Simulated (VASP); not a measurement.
# GaN (F-43m) in VASP: relaxation of cell and atoms with PBEsol

Aim: the relaxation of cell and atoms of GaN with PBEsol.

Program: VASP 6.6.1. These are calculated values, not measurements. Logs are shortened: lines on timing, memory, paths and dates and some standing lists are left out, and cuts for length are marked.

## 1. The structure

Symmetry: F-43m, No. 216, cubic system. The conventional cell has a = 4.494 Å, b = 4.494 Å, c = 4.494 Å, α = 90.00°, β = 90.00°, γ = 90.00°. Ga (site symmetry -43m) is surrounded by 4 N at 1.95 Å. N (site symmetry -43m) is surrounded by 4 Ga at 1.95 Å.

The cell was built by a generator and needn't be a form met in nature.

## 2. Relaxation of cell and atoms, PBEsol

The input, INCAR:

```
ALGO     = Normal         # electronic algorithm
EDIFF    = 1E-7           # SCF threshold, eV
EDIFFG   = -0.005         # ionic threshold
ENCUT    = 600            # plane-wave cutoff, eV
GGA      = PS             # functional
IBRION   = 2              # ionic algorithm
ISIF     = 3              # what is computed and relaxed
ISMEAR   = 0              # smearing method
KPAR     = 2            
LASPH    = T              # aspherical terms in the spheres
LCHARG   = F              # write CHGCAR
LREAL    = F              # projectors in reciprocal space
LWAVE    = F              # write WAVECAR
NELM     = 80             # most SCF steps
NSW      = 90             # ionic steps
PREC     = Accurate       # precision mode
SIGMA    = 0.03           # smearing width, eV
```

The input, KPOINTS:

```
k-points
0
Gamma
  14 14 14
```

The input, POSCAR:

```
GaN                                     
1.0
   -0.0000000000      2.2470932281      2.2470932281
    2.2470932281     -0.0000000000      2.2470932281
    2.2470932281      2.2470932281     -0.0000000000
  Ga              N             
     1     1
Direct
     0.0000000000000000    0.0000000000000000    0.0000000000000000
     0.2500000000000000    0.2500000000000000    0.2500000000000000
```

Potentials or basis: VASP PAW PBE potentials, release 64 (Ga_d, N).

Launch:

```sh
cat potpaw_PBE.64/Ga_d/POTCAR potpaw_PBE.64/N/POTCAR > POTCAR
mpirun -np 2 vasp_std > vasp.out
```

OUTCAR:

```text
EDIFF = 1E-7
   EDIFFG = -0.005
   ENCUT = 600
   GGA = PS
   IBRION = 2
   ISIF = 3
   ISMEAR = 0
   LASPH = T
   LREAL = F
   NELM = 80
   NSW = 90
   PREC = Accurate

 ion  position               nearest neighbor table
   1  0.000  0.000  0.000-   2 1.95   2 1.95   2 1.95   2 1.95
   2  0.250  0.250  0.250-   1 1.95   1 1.95   1 1.95   1 1.95

  LATTYP: Found a face centered cubic cell.
 ALAT       =     4.4941864562

  Lattice vectors:

 A1 = (   0.0000000000,   2.2470932281,   2.2470932281)
 A2 = (   2.2470932281,   0.0000000000,   2.2470932281)
 A3 = (   2.2470932281,   2.2470932281,   0.0000000000)

Analysis of symmetry for initial positions (statically):
=====================================================================
 Subroutine PRICEL returns:
 Original cell was already a primitive cell.

 Routine SETGRP: Setting up the symmetry group for a
 face centered cubic supercell.

 Subroutine GETGRP returns: Found 24 space group operations
 (whereof 24 operations were pure point group operations)
 out of a pool of 48 trial point group operations.

The static configuration has the point symmetry T_d .

Analysis of symmetry for dynamics (positions and initial velocities):
=====================================================================
 Subroutine PRICEL returns:
 Original cell was already a primitive cell.

 Routine SETGRP: Setting up the symmetry group for a
 face centered cubic supercell.

 Subroutine GETGRP returns: Found 24 space group operations
 (whereof 24 operations were pure point group operations)
 out of a pool of 48 trial point group operations.

The dynamic configuration has the point symmetry T_d .

 Subroutine INISYM returns: Found 24 space group operations
 (whereof 24 operations are pure point group operations),
 and found     1 'primitive' translations

----------------------------------------------------------------------------------------

                                     Primitive cell

  volume of cell :      22.6931

  direct lattice vectors                    reciprocal lattice vectors
     0.000000000  2.247093228  2.247093228    -0.222509682  0.222509682  0.222509682
     2.247093228  0.000000000  2.247093228     0.222509682 -0.222509682  0.222509682
     2.247093228  2.247093228  0.000000000     0.222509682  0.222509682 -0.222509682

  length of vectors
     3.177869719  3.177869719  3.177869719     0.385398075  0.385398075  0.385398075

  position of ions in fractional coordinates (direct lattice)
     0.000000000  0.000000000  0.000000000
     0.250000000  0.250000000  0.250000000

  ion indices of the primitive-cell ions
   primitive index   ion index
                 1           1
                 2           2

----------------------------------------------------------------------------------------

 KPOINTS: k-points

Automatic generation of k-mesh.
 Grid dimensions read from file:
 generate k-points for:   14   14   14

 Generating k-lattice:

  Cartesian coordinates                     Fractional coordinates (reciprocal lattice)
    -0.015893549  0.015893549  0.015893549     0.071428571  0.000000000  0.000000000
     0.015893549 -0.015893549  0.015893549     0.000000000  0.071428571  0.000000000
     0.015893549  0.015893549 -0.015893549     0.000000000  0.000000000  0.071428571

  Length of vectors
     0.027528434  0.027528434  0.027528434

  Shift w.r.t. Gamma in fractional coordinates (k-lattice)
     0.000000000  0.000000000  0.000000000

 Subroutine IBZKPT returns following result:
 ===========================================

 Found    104 irreducible k-points:

 Following reciprocal coordinates:
            Coordinates               Weight
  0.000000  0.000000  0.000000      1.000000
  0.071429  0.000000  0.000000      8.000000
  0.142857  0.000000  0.000000      8.000000
  0.214286  0.000000  0.000000      8.000000
  0.285714  0.000000  0.000000      8.000000
  0.357143  0.000000  0.000000      8.000000
[... 16 lines left out ...]
  0.214286  0.142857  0.000000     24.000000
  0.285714  0.142857  0.000000     24.000000
 [... further k-points ...]
   k-points           NKPTS =    104   k-points in BZ     NKDIM =    104   number of bands    NBANDS=     13
   number of dos      NEDOS =    301   number of ions     NIONS =      2
   total plane-waves  NPLWV =  21952
   dimension x,y,z NGX =    28 NGY =   28 NGZ =   28
   dimension x,y,z NGXF=    56 NGYF=   56 NGZF=   56
   ions per type =               1   1
   NGX,Y,Z   is equivalent  to a cutoff of  14.65, 14.65, 14.65 a.u.
   NGXF,Y,Z  is equivalent  to a cutoff of  29.30, 29.30, 29.30 a.u.
 SYSTEM =  unknown system
   PREC   = accura    normal or accurate (medium, high low for compatibility)
   ISTART =      0    job   : 0-new  1-cont  2-samecut
   ICHARG =      2    charge: 1-file 2-atom 10-const
   ISPIN  =      1    spin polarized calculation?
   LNONCOLLINEAR =      F non collinear calculations
   LSORBIT =      F    spin-orbit coupling
   LASPH  =      T    aspherical Exc in radial PAW
   ENCUT  =  600.0 eV  44.10 Ry    6.64 a.u.   6.35  6.35  6.35*2*pi/ulx,y,z
   NELM   =     80;   NELMIN=  2; NELMDL= -5     # of ELM steps
   EDIFF  = 0.1E-06   stopping-criterion for ELM
   LREAL  =      F    real-space projection
   EDIFFG = -.5E-02   stopping-criterion for IOM
   NSW    =     90    number of steps for IOM
   IBRION =      2    ionic relax: 0-MD 1-quasi-New 2-CG
   NFREE  =      1    steps in history (QN), initial steepest desc. (CG)
   ISIF   =      3    stress and relaxation
   ISYM   =      2    0-nonsym 1-usesym 2-fastsym
   POTIM  = 0.5000    time-step for ionic-motion
   TEBEG  =    0.0;   TEEND  =   0.0 temperature during run
   PSTRESS=    0.0 pullay stress
   NELECT =      18.0000    total number of electrons
   NUPDOWN=      -1.0000    fix difference up-down
   EMIN   =  10.00;   EMAX   =-10.00  energy-range for DOS
   EFERMI =   0.00;   METHOD = LEGACY
   ISMEAR =     0;   SIGMA  =   0.03  broadening in eV -4-tet -1-fermi 0-gaus
   EFERMI_NEDOS =   21; number of points for ismear=-14 and -15
   IALGO  =     38    algorithm
   IMIX   =      4    mixing-type and parameters
     AMIX     =   0.40;   BMIX     =  1.00
     AMIX_MAG =   1.60;   BMIX_MAG =  1.00
  volume/ion in A,a.u.               =      11.35        76.57
  Fermi-wavevector in a.u.,A,eV,Ry     =   1.515425  2.863739 31.245974  2.296514
  Thomas-Fermi vector in A             =   2.624951
   LORBIT       =      0    0 simple, 1 ext, 2 COOP (PROOUT), +10 PAW based schemes
   GGA     = PS    functional components
   LHFCALC =     F    Hartree Fock is set to
   AEXX    =    0.0000 exact exchange contribution
   IVDW    =     0    specifies the selected vdW correction
   LEPSILON=     F    determine dielectric tensor
   LRPA    =     F    only Hartree local field effects (RPA)
 conjugate gradient relaxation of ions
 non-spin polarized calculation
 Gauss-broadening in eV      SIGMA  =   0.03
  energy-cutoff  :      600.00
  volume of cell :       22.69
 maximum number of plane-waves:       769
 NGX is ok and might be reduce to    28
   NGX = 13   NGY = 13   NGZ = 13

--------------------------------------- Ionic step        1  -------------------------------------------

 number of electron      18.0000004 magnetization

 Free energy of the ion-electron system (eV)
  ---------------------------------------------------
  ext. energy  EPLUGINS =         0.00000000
  ---------------------------------------------------
  free energy    TOTEN  =       -13.12431481 eV

  energy without entropy =      -13.12431481  energy(sigma->0) =      -13.12431481

------------------------ aborting loop because EDIFF is reached ----------------------------------------

  FORCE on cell =-STRESS in cart. coord.  units (eV):
  Direction    XX          YY          ZZ          XY          YZ          ZX
  --------------------------------------------------------------------------------------
  -------------------------------------------------------------------------------------
  Total        0.0164748      0.0164748      0.0164748      0.0000000     -0.0000000      0.0000000
  in kB        1.1631525      1.1631525      1.1631525      0.0000000     -0.0000000      0.0000000
  external PRESSURE =       1.1631525 kB  Pullay stress =       0.0000000 kB
[... 57 lines left out ...]
  energy  without entropy=      -13.1243149703  energy(sigma->0) =      -13.12431497

--------------------------------------- Ionic step        3  -------------------------------------------

 number of electron      18.0000004 magnetization

 Free energy of the ion-electron system (eV)
  ---------------------------------------------------
  ext. energy  EPLUGINS =         0.00000000
  ---------------------------------------------------
  free energy    TOTEN  =       -13.12431961 eV

  energy without entropy =      -13.12431961  energy(sigma->0) =      -13.12431961

 E-fermi :   5.4313     XC(G=0): -11.9446

 val. band max:        5.2355877243   @ k =   0.0000   0.0000   0.0000
 cond. band min:       6.9693194054   @ k =   0.0000   0.0000   0.0000
 fundamental gap:      1.7337316811
 Fermi energy:         5.4313062632

 k-point     1 :       0.0000    0.0000    0.0000
  band No.  band energies     occupation
      1     -10.7653      2.00000
      2      -8.1750      2.00000
      3      -8.1750      2.00000
      4      -8.1750      2.00000
      5      -7.8417      2.00000
      6      -7.8417      2.00000
      7       5.2356      2.00000
      8       5.2356      2.00000
      9       5.2356      2.00000
     10       6.9693      0.00000
     11      15.4879      0.00000
     12      15.4879      0.00000
     13      15.4879      0.00000
[... 353 lines left out ...]
 k-point    24 :       0.2857    0.1429    0.0000
  band No.  band energies     occupation
      1     -10.0964      2.00000
      2      -8.0923      2.00000
      3      -8.0673      2.00000
      4      -7.9393      2.00000
      5      -7.8101      2.00000
      6      -7.7049      2.00000
      7       1.5033      2.00000
      8       4.0888      2.00000
      9       4.1240      2.00000
     10       9.8752      0.00000
     11      13.2888      0.00000
     12      15.6484      0.00000
     13      16.5894      0.00000

 [... further k-points ...]

------------------------ aborting loop because EDIFF is reached ----------------------------------------

  FORCE on cell =-STRESS in cart. coord.  units (eV):
  Direction    XX          YY          ZZ          XY          YZ          ZX
  --------------------------------------------------------------------------------------
  -------------------------------------------------------------------------------------
  Total        0.0014301      0.0014301      0.0014301     -0.0000000      0.0000000     -0.0000000
  in kB        0.1009061      0.1009061      0.1009061     -0.0000000      0.0000000     -0.0000000
  external PRESSURE =       0.1009061 kB  Pullay stress =       0.0000000 kB
[... 17 lines left out ...]
  FREE ENERGIE OF THE ION-ELECTRON SYSTEM (eV)
  ---------------------------------------------------
  free  energy   TOTEN  =       -13.1243196051 eV

  energy  without entropy=      -13.1243196051  energy(sigma->0) =      -13.12431961

 reached required accuracy - stopping structural energy minimisation
```

Run time: 19 s. Hardware: 2 MPI ranks of AMD EPYC 9R45 (Zen 5), shared host; peak memory 0.17 GiB.

Results:

```yaml
Free_energy: -13.1243 eV
Relaxed_volume: 11.35 Å³/atom
Relaxed_cell: a = 3.179 Å, b = 3.179 Å, c = 3.179 Å, α = 60.00°, β = 60.00°, γ = 60.00°
Space_group_after_relaxing_to_0.05_Å: F-43m (No. 216)
Energy_gained_by_relaxing: 0.0 meV/atom
Ionic_steps: 3
Pressure_after_relaxing: 0.0 GPa
Band_gap_on_the_k_mesh: 1.73 eV, direct
```

Final structure:
```xyz
2
Lattice="0.0000 2.2476 2.2476 2.2476 0.0000 2.2476 2.2476 2.2476 0.0000" Properties=species:S:1:pos:R:3 pbc="T T T"
Ga    0.0000    0.0000    0.0000
N     1.1238    1.1238    1.1238
```

Levels at points of the mesh, in eV from the valence-band top:
| k point | band 6 | band 7 | band 8 | band 9 | band 10 | band 11 | band 12 | band 13 |
| --- | --- | --- | --- | --- | --- | --- | --- | --- |
| (0.00, 0.00, 0.00) | -13.08 | 0.00 | 0.00 | 0.00 | 1.73 | 10.25 | 10.25 | 10.25 |
| (0.50, 0.00, 0.00) | -11.83 | -7.17 | -0.99 | -0.99 | 4.62 | 8.67 | 10.31 | 10.31 |
| (0.50, 0.50, 0.00) | -11.40 | -6.21 | -2.76 | -2.76 | 3.23 | 6.61 | 11.63 | 13.96 |

Caveat: the PAW data sets were made with another functional, which shifts forces and pressure a little.
